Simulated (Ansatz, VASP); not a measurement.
## One calculation of FeO (Wuestite), two programs

```xyz
2
Lattice="0.0000 2.1409 2.1409 2.1409 0.0000 2.1409 2.1409 2.1409 0.0000" Properties=species:S:1:pos:R:3 pbc="T T T"
Fe    0.0000    0.0000    0.0000
O     2.1409    2.1409    2.1409
```

Change from the starting cell: volume scaled by 0.98.

Alike in both runs: task single point; functional PBEsol; k mesh 11 × 11 × 11; occupations fermi-dirac, width 0.05 eV; collinear spin, ferromagnetic start.

|  | VASP | Ansatz |
| --- | --- | --- |
| version | VASP 6.6.1 | Ansatz 0.2.0 |
| potentials or method | VASP PAW PBE potentials, release 64 (Fe, O) | Ansatz PAW |
| plane-wave cutoff (eV) | 520 | 420 |
| valence electrons in the cell | 14 | 22 |

Ansatz gave:

| Item | Value |
| --- | --- |
| gap on the k mesh at the Fermi level (eV) | none |
| pressure (GPa) | -5.0 |
| net moment per atom (μB) | 2.00 |
| size of the moment on the site where the two differ most (μB) | 3.43 |

Task: Estimate VASP's values.

Result: gap on the k mesh at the Fermi level (eV): none; pressure (GPa): -4.6; net moment per atom (μB): 2.00; size of the moment on the site where the two differ most (μB): 3.61.

Site moments also hang on the region over which each program counts them. A gap of «none» marks a metal or a gap that the smearing closes. The two sets of potentials don't hold the same shells in valence.

Caveats: a cell with one magnetic atom can't hold antiferromagnetic order, which such compounds often take; semilocal functionals often make such compounds metallic where correlation or magnetic order opens a gap, which also shifts bond lengths; the PAW data sets were made with another functional, which shifts forces and pressure a little (VASP); the pressure holds a Pulay correction of +0.7 GPa for the finite cutoff (Ansatz); the PAW data sets come from PBE, with cores solved anew for the run's functional, which leaves a small shift of forces and pressure (Ansatz).
